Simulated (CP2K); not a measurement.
ZnS (Wurtzite-2H):

```
Zn S
1.0
     3.81100    0.00000    0.00000
    -1.90550    3.30042    0.00000
     0.00000    0.00000    6.23400
Zn S
2 2
Cartesian
  1.9055 1.1001 3.1170
  0.0000 2.2003 0.0000
  1.9055 1.1001 5.5171
  0.0000 2.2003 2.4001
```

Base run:

| Property | Result |
| --- | --- |
| Program | CP2K 2026.2 |
| Functional | PBE |
| Potentials or basis | GTH_POTENTIALS Zn GTH-PADE-q12, S GTH-PADE-q6; DZVP-MOLOPT-SR-GTH basis |
| Density cutoff | 6123 eV |
| k mesh | 8 × 8 × 5 |
| Occupations | fermi-dirac, width 0.05 eV |
| Spin | no spin polarisation |

Its results: pressure 1.8 GPa.

Question: The run is repeated on the same cell with these changes: potentials or basis from GTH_POTENTIALS Zn GTH-PADE-q12, S GTH-PADE-q6; DZVP-MOLOPT-SR-GTH basis to POTENTIAL_UZH Zn GTH-SCAN-q12, S GTH-SCAN-q6; DZVP-MOLOPT-SR-GTH basis; potentials from Zn GTH-PADE-q12 of GTH_POTENTIALS, S GTH-PADE-q6 of GTH_POTENTIALS to Zn GTH-SCAN-q12 of POTENTIAL_UZH, S GTH-SCAN-q6 of POTENTIAL_UZH. What comes out?

Answer: Pressure 3.3 GPa.

Caveats: the potentials were made for another functional, which shifts forces and pressure; the basis of atomic orbitals isn't converged, which shifts pressures, moduli and gaps.
